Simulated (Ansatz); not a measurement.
# FeS2: the cost of one run

Computed with Ansatz 0.2.0 (DFT LDA+U (U_eff = 3 eV on Fe d, around-mean-field double counting), plane waves, PAW, unless a step's input says otherwise).

## Step 1: The starting structure

The structure is orthorhombic, space group Pnnm (No. 58). The conventional cell has a = 4.445 Å, b = 5.425 Å, c = 3.386 Å, α = 90.00°, β = 90.00°, γ = 90.00°. Fe (site symmetry 2/m) is surrounded by 6 S at 2.24 to 2.25 Å. S (site symmetry m) is surrounded by 1 S at 2.21 Å and 3 Fe at 2.24 to 2.25 Å.

As a file:

```xyz
6
Lattice="4.4446 0.0000 0.0000 0.0000 5.4246 0.0000 0.0000 0.0000 3.3864" Properties=species:S:1:pos:R:3 pbc="T T T"
Fe    0.0000    0.0000    0.0000
Fe    2.2223    2.7123    1.6932
S     0.8907    2.0543    0.0000
S     3.5539    3.3703    0.0000
S     3.1130    0.6580    1.6932
S     1.3316    4.7666    1.6932
```

Magnetic order typed: ferromagnetic.

An earlier series on this cell reached its lowest free state from «natural orbitals of the symmetric run, filled by rank», perhaps among other starts (it ended without moments).

## Step 2: Random orbitals: single harmonics, second filling

File input.yaml:

```yaml
crystal:
  lattice:
    - [4.44459993, 0.0, 0.0]
    - [0.0, 5.42459991, 0.0]
    - [0.0, 0.0, 3.38639995]
  atoms:
    - { symbol: Fe, position: [0.0, 0.0, 0.0], spin: 2.0 }
    - { symbol: Fe, position: [0.5, 0.5, 0.5], spin: 2.0 }
    - { symbol: S, position: [0.2004, 0.3787, 0.0] }
    - { symbol: S, position: [0.7996, 0.6213, 0.0] }
    - { symbol: S, position: [0.7004, 0.1213, 0.5] }
    - { symbol: S, position: [0.2996, 0.8787, 0.5] }
basis:
  ecutwfc: 420
  ecutrho_ratio: 4
kpoints:
  mp_grid: { grid: [4, 4, 6] }
hamiltonian:
  xc: lda
  hubbard:
    sites:
      - { site: 0, l: d, u_eff: 3.0, starting_ns: [{ spin: up, occupation_matrix: s0up }, { spin: down, occupation_matrix: s0down }] }
      - { site: 1, l: d, u_eff: 3.0, starting_ns: [{ spin: up, occupation_matrix: s1up }, { spin: down, occupation_matrix: s1down }] }
    double_counting: amf
    occupation_matrices:
      s0up:
        matrix:
          - [0.02, 0.0, 0.0, 0.0, 0.0]
          - [0.0, 0.97, 0.0, 0.0, 0.0]
          - [0.0, 0.0, 0.02, 0.0, 0.0]
          - [0.0, 0.0, 0.0, 0.97, 0.0]
          - [0.0, 0.0, 0.0, 0.0, 0.97]
      s0down:
        matrix:
          - [0.02, 0.0, 0.0, 0.0, 0.0]
          - [0.0, 0.02, 0.0, 0.0, 0.0]
          - [0.0, 0.0, 0.97, 0.0, 0.0]
          - [0.0, 0.0, 0.0, 0.02, 0.0]
          - [0.0, 0.0, 0.0, 0.0, 0.02]
      s1up:
        matrix:
          - [0.02, 0.0, 0.0, 0.0, 0.0]
          - [0.0, 0.02, 0.0, 0.0, 0.0]
          - [0.0, 0.0, 0.97, 0.0, 0.0]
          - [0.0, 0.0, 0.0, 0.97, 0.0]
          - [0.0, 0.0, 0.0, 0.0, 0.97]
      s1down:
        matrix:
          - [0.02, 0.0, 0.0, 0.0, 0.0]
          - [0.0, 0.02, 0.0, 0.0, 0.0]
          - [0.0, 0.0, 0.97, 0.0, 0.0]
          - [0.0, 0.0, 0.0, 0.02, 0.0]
          - [0.0, 0.0, 0.0, 0.0, 0.02]
    ns_hold: until_converged
scf:
  occupations: { method: gaussian, width: 0.05 }
  lower_state_search: "off"
  max_iter: 150
output:
  forces: true
  stress: true
  eigenvalues: true
  populations: true
  hubbard: { sites: [{ site: 0, l: d }, { site: 1, l: d }] }
magnetization:
  spin_polarized: true
```

The typed matrices put 0.97 on the chosen orbitals and 0.02 on the others, and are held until the SCF converges, then released.

Started as:

```
$ ansatz run input.yaml --threads 4 --pin off --max-ram 6144MiB --backend cpu --events-out ev --progress --plain --runs-dir out
```

Q: Estimate wall time and peak memory on 4 threads of Arm Neoverse V1, shared host.

About 19 s, with a peak of 0.56 GiB.
